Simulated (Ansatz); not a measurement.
# P (Cmce) in Ansatz: notebook

Aim: see how the results for P move with the level of theory and the settings. Levels: PBE, revPBE+D3(BJ). Tasks: single point, relaxation of cell and atoms.

Everything below comes from runs of Ansatz 0.2.0. Logs are shortened: lines on timing, memory, paths and dates and some standing lists are left out, and cuts for length are marked.

### 1 Starting point

The structure is orthorhombic, space group Cmce (No. 64). The conventional cell has a = 3.295 Å, b = 10.930 Å, c = 4.544 Å, α = 90.00°, β = 90.00°, γ = 90.00°. P (site symmetry m) has 3 P at 2.20 to 2.25 Å as nearest neighbours.

### 2 Single point, PBE

input.yaml reads:

```yaml
crystal:
  lattice:
    - [1.6477431241, -5.4650377251, 0.0]
    - [1.6477431241, 5.4650377251, 0.0]
    - [0.0, 0.0, 4.54363559]
  atoms:
    - { symbol: P, position: [0.90414313, 0.09585687, 0.58881517] }
    - { symbol: P, position: [0.09585687, 0.90414313, 0.41118483] }
    - { symbol: P, position: [0.59585687, 0.40414313, 0.08881517] }
    - { symbol: P, position: [0.40414313, 0.59585687, 0.91118483] }
hamiltonian:
  xc: pbe
  pseudopotentials: { kind: paw }
kpoints:
  mp_grid: { grid: [8, 8, 6] }
scf:
  occupations: { method: gaussian, width: 0.03 }
output:
  forces: true
  stress: true
  eigenvalues: true
  write_density: true
  write_potential: true
  elf: true
  volumetric_format: npy
```

Potentials or basis: Ansatz PAW.

Command:

```sh
$ ansatz run input.yaml --threads 2 --pin off --max-ram 5632MiB --backend cpu --events-out ev --progress --plain --runs-dir out
```

The program printed:

```text
Warning: RAYON_NUM_THREADS=2 ignored (pool sized by the plan → 2); use --threads N
Engine: ansatz 0.2.0, x86_64-unknown-linux-gnu
Pseudopotentials: kind: paw
Pseudopotential: P, paw, valence charge 5, recommended cutoff 420 eV (normal), P.paw.azcp
Functional definition: PBE
  parameter kappa = 0.804
  parameter beta = 0.06672455060314922
  exchange = pbe_x(kappa = kappa, mu = beta*pi^2/3)
  correlation = pbe_c(beta = beta)
Crystal: 4 atoms, lattice volume = 81.831 Å³
Basis set: ecut = 420 eV, 1649 PW (Γ), exchange–correlation on 80×80×64 points (8 copies of the dense FFT grid, shifted against one another)
Bands: 14, of which v1, the nominal top of the filled ones, is band 10 counted from 1 (9 counted from 0)
Symmetry: 8 space group operations
Space group: Cmce (ITA 64), of the structure as read, at distance tolerance 4.3e-5 Å
k-points: 84 of 384
Non-local potential: P, projectors of the file, l = 0: 2, l = 1: 2, l = 2: 2
PAW form: soft (Blöchl's): semilocal exchange-correlation on the pseudo side does not see the compensation charge
PAW one-centre angular grid: P, 110 points (default); XC on 64 Gauss nodes
Initial density: superposition of atomic densities (neutral atoms: chi_scale 0, normalization atom), corrected by the library's trained network
Initial wavefunctions: pseudopotential atomic-orbital guess
Functional: x = pbe(κ = 0.804, μ = 0.2195149727645171), c = pbe(β = 0.06672455060314922)
SCF iter   1: F=—  HF=-3022.675325 eV  |F-HF|=—  |Δ(HF+E_count)|=         —  Δρ=1.99e-3  dr2=2.49e-3  ethr=1.77e-3  ⟨swp⟩=7.8  Hψ=8815  notcnv=0
preconditioner: auto → none  [insulator: Δε(μ)=0.094 eV  Ē_g=8.914 eV  σ=0.030 eV  W_gap=0.97  n_scr=12 (ndim 8)  ℏωp=18.4 eV  f_vac=0.000  D(μ)=0.02/eV (n_scr^D=0)  ε∞_Penn≈5.2]
SCF iter   2: F=—  HF=-3022.674724 eV  |F-HF|=—  |Δ(HF+E_count)|=   6.01e-4  Δρ=8.90e-4  dr2=4.24e-4  ethr=1.25e-5  ⟨swp⟩=3.1  Hψ=3258  notcnv=0
SCF iter   3: F=—  HF=-3022.674739 eV  |F-HF|=—  |Δ(HF+E_count)|=   1.55e-5  Δρ=4.18e-4  dr2=9.17e-5  ethr=2.12e-6  ⟨swp⟩=2.0  Hψ=1746  notcnv=0
SCF iter   4: F=—  HF=-3022.674767 eV  |F-HF|=—  |Δ(HF+E_count)|=   2.80e-5  Δρ=1.51e-4  dr2=1.83e-5  ethr=4.59e-7  ⟨swp⟩=3.0  Hψ=2562  notcnv=0
SCF iter   5: F=—  HF=-3022.674771 eV  |F-HF|=—  |Δ(HF+E_count)|=   3.62e-6  Δρ=3.35e-5  dr2=8.30e-7  ethr=9.15e-8  ⟨swp⟩=2.0  Hψ=1775  notcnv=0
SCF iter   6: F=—  HF=-3022.674771 eV  |F-HF|=—  |Δ(HF+E_count)|=   4.07e-7  Δρ=8.27e-6  dr2=1.30e-7  ethr=4.15e-9  ⟨swp⟩=3.1  Hψ=2159  notcnv=0
SCF iter   7: F=-3022.674771 eV  HF=-3022.674771 eV  |F-HF|=1.33e-8  |Δ(HF+E_count)|=   3.47e-8  Δρ=3.11e-6  dr2=1.75e-8  ethr=5.00e-10  ⟨swp⟩=11.2  Hψ=9245  notcnv=0
SCF 1 converged in 7 iterations: F = -3022.674771 eV  dr2 = 1.75e-8
SCF converged after 7 iterations
Free energy (F): -3022.674771 eV
Harris-Foulkes:  -3022.674771 eV  (|F-HF|=1.33e-8)
Internal energy: -3022.674764 eV  (E = F + TS)
E sigma→0 (E₀):  -3022.674768 eV
Entropy (-TS):   -0.000007 eV (-0.002 meV/atom)
Fermi energy:    6.919077 eV
--- Per-component energies (eV) ---
  E_band       = 0.161828
  E_kinetic    = 280.656058
  E_local      = -342.557070  (includes V_loc(G=0)·N_el)
  E_nonlocal   = 135.756042
  E_hartree    = 99.251341
  E_xc         = -245.231369
  E_vxc        = -242.049145  (∫ρ·V_xc dr)
  E_paw        = -2277.361882  (= ΣΔE_a)
  E_vpaw       = -30.145331  (= ΣTr[D̂ρ^β])
  E_aug_tail   = 0.000013  (compensation charges beyond the density's cutoff)
  E_ewald      = -673.187896
  E_smearing   = -0.000007  (= −TS)
  E_closure    = 0.000000  (closes the sum)
  Σ components = -3022.674771   (vs F -3022.674771, Δ=0.00e0)
--- Forces (eV/Å), atoms counted from 1 ---
  atom   1  P      0.00000000     0.16643513    -0.29304415
  atom   2  P     -0.00000000    -0.16643513     0.29304415
  atom   3  P      0.00000000    -0.16643513    -0.29304415
  atom   4  P     -0.00000000     0.16643513     0.29304415
  max |Σ_I F_I| component: 2.78e-17 eV/Å
--- Stress (GPa, compression-positive) ---
        1.852275      -0.000000      -0.000000
       -0.000000       1.951896      -0.000000
       -0.000000      -0.000000       2.224711
  P = ⅓ Tr σ = 2.0096 GPa (20.096 kbar)
--- Band table (eV; the first three rows and the last of 84) ---
  k-point 0: bands = ["-8.9871", "-6.2415", "-2.9575", "0.0726", "1.9140", "1.9622", "2.7649", "4.0656", "4.2594", "5.6441", "7.4130", "7.8403", "8.7162", "9.6530"]
  k-point 1: bands = ["-8.8455", "-6.4736", "-2.9323", "-0.2063", "1.5943", "2.5112", "2.8682", "4.1818", "4.7615", "4.8705", "7.8776", "8.4883", "8.4939", "9.5118"]
  k-point 2: bands = ["-8.4350", "-7.0787", "-2.6563", "-1.0749", "1.7508", "3.1557", "3.4978", "3.8073", "3.9359", "5.7843", "8.0754", "8.2136", "9.4165", "9.9667"]
  k-point 83: bands = ["-7.7487", "-7.7487", "-2.4972", "-2.4972", "3.5287", "3.5287", "4.0647", "4.0647", "4.8713", "4.8713", "8.2342", "8.2342", "9.4160", "9.4160"]
```

Run time: 7.8 s. Hardware: 2 threads of Intel Xeon at 2.50GHz (Skylake/Cascade Lake), shared host; peak memory 0.42 GiB.

What came out:

```yaml
Free_energy: -3022.6748 eV
Pressure: 2.0 GPa
Largest_force: 0.337 eV/Å
Band_gap_on_the_k_mesh: 0.10 eV, direct
```

Forces on the atoms (eV/Å):
```
P    0.000  0.166 -0.293
P    0.000 -0.166  0.293
P    0.000 -0.166 -0.293
P    0.000  0.166  0.293
```

### 3 Relaxation of cell and atoms, revPBE+D3(BJ)

input.yaml: that of step 2 with these lines changed.

```diff
@@ -11,4 +11,5 @@
 hamiltonian:
-  xc: pbe
+  xc: revpbe
   pseudopotentials: { kind: paw }
+  dispersion: d3bj
 kpoints:
@@ -16,3 +17,3 @@
 scf:
-  occupations: { method: gaussian, width: 0.03 }
+  occupations: { method: fermi_dirac, width: 0.05 }
 output:
@@ -20,3 +21,2 @@
   stress: true
-  eigenvalues: true
   write_density: true
@@ -25 +25,5 @@
   volumetric_format: npy
+relax:
+  f_tol: 0.01
+  max_steps: 40
+  cell: { stress_tol: 0.05 }
```

Potentials or basis: Ansatz PAW.

Command:

```sh
$ ansatz run input.yaml --threads 2 --pin off --max-ram 5632MiB --backend cpu --events-out ev --progress --plain --runs-dir out
```

Wall time 54 s (2 threads of Intel Xeon at 2.50GHz (Skylake/Cascade Lake), shared host); peak memory 0.45 GiB.

The run converged. Its results:

- Free energy: -3035.0524 eV
- Relaxed volume: 15.75 Å³/atom
- Relaxed cell: a = 5.226 Å, b = 5.226 Å, c = 3.803 Å, α = 90.00°, β = 90.00°, γ = 142.65°
- Space group after relaxing (to 0.05 Å): Cmce (No. 64)
- Energy gained by relaxing: 90.3 meV/atom
- Ionic steps: 8
- Pressure after relaxing: 0.0 GPa
- Band gap on the k mesh: none (metal or under the smearing width)

Forces in eV/Å, atoms in the order of the input:
```
P    0.000  0.002  0.001
P    0.000 -0.002 -0.001
P    0.000 -0.002  0.001
P    0.000  0.002 -0.001
```

The path:
| step | energy change (eV) | largest force (eV/Å) | volume (Å³) |
| --- | --- | --- | --- |
| 1 | 0.0000 | 0.3990 | 81.83 |
| 2 | -0.1939 | 0.1327 | 73.18 |
| 3 | -0.3024 | 0.1773 | 67.35 |
| 4 | -0.3428 | 0.1874 | 64.53 |
| 5 | -0.3598 | 0.0606 | 63.71 |
| 6 | -0.3620 | 0.0152 | 63.05 |
| 7 | -0.3620 | 0.0024 | 63.02 |
| 8 | -0.3612 | 0.0026 | 63.02 |

Final structure:
```cif
data_structure
_symmetry_space_group_name_H-M 'P 1'
_symmetry_Int_Tables_number 1
_cell_length_a 5.2262
_cell_length_b 5.2262
_cell_length_c 3.8032
_cell_angle_alpha 90.000
_cell_angle_beta 90.000
_cell_angle_gamma 142.652
_cell_volume 63.02
loop_
_atom_site_label
_atom_site_type_symbol
_atom_site_fract_x
_atom_site_fract_y
_atom_site_fract_z
_atom_site_occupancy
P1 P 0.88880 0.11120 0.55562 1
P2 P 0.11120 0.88880 0.44438 1
P3 P 0.61120 0.38880 0.05562 1
P4 P 0.38880 0.61120 0.94438 1
```

Levels at points of the mesh, in eV from the Fermi level:
| k point | band 7 | band 8 | band 9 | band 10 | band 11 | band 12 | band 13 | band 14 |
| --- | --- | --- | --- | --- | --- | --- | --- | --- |
| (0.00, 0.00, 0.00) | -3.54 | -3.17 | -2.84 | -1.20 | 1.31 | 1.79 | 1.83 | 4.23 |
| (0.00, 0.00, -0.50) | -3.12 | -3.12 | -0.45 | -0.45 | 1.24 | 1.24 | 1.36 | 1.36 |
| (0.00, -0.50, 0.00) | -2.90 | -2.90 | -2.51 | -2.51 | 0.36 | 0.36 | 1.39 | 1.39 |
| (0.00, -0.50, -0.50) | -6.23 | -6.23 | -2.46 | -2.46 | 1.35 | 1.35 | 6.21 | 6.21 |
| (-0.50, -0.50, 0.00) | -4.56 | -2.47 | -2.30 | -1.12 | 0.04 | 0.99 | 2.65 | 3.80 |
| (-0.50, -0.50, -0.50) | -2.39 | -2.39 | -0.90 | -0.90 | 0.97 | 0.97 | 2.05 | 2.05 |

Caveat: the volume moved by over 15 % at a fixed basis, so the end points are rough; the plane-wave basis is chosen anew once the cell has moved, so the energies of steps on either side of that aren't comparable; pairwise dispersion overbinds metals, which lowers pressure and volume; the PAW data sets come from PBE, with cores solved anew for the run's functional, which leaves a small shift of forces and pressure.
